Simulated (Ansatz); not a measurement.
## Symmetry broken, then relaxed in Ru

Level of theory: DFT PBE, scalar-relativistic, plane waves, PAW in Ansatz. The runs took a 420 eV cutoff, a Γ-centred 12×12×8 mesh and Gaussian smearing (0.15 eV). No spin polarisation. Energies are free energies at this smearing, counted from the undisturbed cell; pressure is positive in compression.

The starting cell (relaxed at this level):

```
Ru
1.0
     2.72003    0.00000    0.00000
    -1.36001    2.35561    0.00000
     0.00000    0.00000    4.29677
Ru
2
Cartesian
  0.0000 1.5704 1.0742
  1.3600 0.7852 3.2226
```

The atoms are displaced (Å, in the unstrained cell):

| atom | ux | uy | uz |
| --- | --- | --- | --- |
| Ru1 | 0.075 | -0.001 | -0.005 |
| Ru2 | -0.075 | 0.001 | 0.005 |

Cell and atoms are then relaxed.

**Question.** Does the relaxation return to the undisturbed structure?

**Answer.** Yes (up to a choice of domain or origin): same space group and volume, and an energy 0.0 meV/atom from it. The disturbance itself cost 39.0 meV/atom. The final space group reads P6_3/mmc (tolerance 0.05 Å) and the volume changes by -0.01 %.

Final structure:

```
Ru
1.0
     2.71988    0.00000    0.00000
    -1.35994    2.35549    0.00000
     0.00000    0.00000    4.29660
Ru
2
Direct
  0.33333 0.66667 0.25000
  0.66667 0.33333 0.75000
```

The relaxation, step by step (energy from the first step; small jumps at an unchanged geometry come where the plane waves are selected anew for the new cell):

```tsv
step	ΔE (meV/atom)	largest force component (eV/Å)	pressure (GPa)
1	0.0	1.033	1.02
2	-15.2	0.724	1.76
3	-38.6	0.006	-1.69
4	-39.0	0.001	-0.06
5	-39.0	0.000	0.00
6	-39.0	0.000	0.00
```

Frames along the relaxation (Å, eV/Å):

```xyz
2
Lattice="2.720 0.000 0.000 -1.360 2.356 0.000 0.000 0.000 4.297" Properties=species:S:1:pos:R:3:forces:R:3 pbc="T T T" step=1
Ru    0.075    1.569    1.069   -1.033   -0.029    0.124
Ru    1.285    0.786    3.228    1.033    0.029   -0.124
2
Lattice="2.718 0.007 0.004 -1.353 2.351 -0.002 0.007 0.001 4.286" Properties=species:S:1:pos:R:3:forces:R:3 pbc="T T T" step=2
Ru   -0.048    1.546    1.072    0.724    0.321   -0.019
Ru    1.420    0.813    3.217   -0.724   -0.321    0.019
2
Lattice="2.727 -0.001 0.000 -1.364 2.358 0.000 0.000 0.000 4.305" Properties=species:S:1:pos:R:3:forces:R:3 pbc="T T T" step=3
Ru    0.000    1.572    1.076   -0.006   -0.004   -0.002
Ru    1.363    0.785    3.229    0.006    0.004    0.002
2
Lattice="2.721 0.000 0.000 -1.360 2.356 0.000 0.000 0.000 4.296" Properties=species:S:1:pos:R:3:forces:R:3 pbc="T T T" step=4
Ru    0.000    1.571    1.074   -0.001    0.000    0.000
Ru    1.360    0.785    3.222    0.001    0.000    0.000
2
Lattice="2.720 0.000 0.000 -1.360 2.355 0.000 0.000 0.000 4.297" Properties=species:S:1:pos:R:3:forces:R:3 pbc="T T T" step=5
Ru    0.000    1.570    1.074    0.000    0.000    0.000
Ru    1.360    0.785    3.222    0.000    0.000    0.000
2
Lattice="2.720 0.000 0.000 -1.360 2.355 0.000 0.000 0.000 4.297" Properties=species:S:1:pos:R:3:forces:R:3 pbc="T T T" step=6
Ru    0.000    1.570    1.074    0.000    0.000    0.000
Ru    1.360    0.785    3.222    0.000    0.000    0.000
```